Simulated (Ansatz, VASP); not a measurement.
W in VASP and in Ansatz

```
W
1.0
    -1.58480    1.58480    1.58480
     1.58480   -1.58480    1.58480
     1.58480    1.58480   -1.58480
W
1
Direct
  0.00000 0.00000 0.00000
```

Alike in both runs: task single point; functional r2SCAN; k mesh 14 × 14 × 14; occupations fermi-dirac, width 0.2 eV; no spin polarisation.

|  | VASP | Ansatz |
| --- | --- | --- |
| version | VASP 6.6.1 | Ansatz 0.2.0 |
| potentials or method | VASP PAW PBE potentials, release 64 (W_sv) | plane waves (500 eV) with PAW, scalar-relativistic |
| plane-wave cutoff (eV) | 520 | 500 |
| valence electrons in the cell | 14 | 14 |

```csv
,VASP,Ansatz,Ansatz less VASP
pressure (GPa),1.1,-0.1,-1.23
```

Caveats: the PAW data sets were made with another functional, which shifts forces and pressure a little (VASP). The runs have no spin-orbit coupling, so splittings on W are missing.
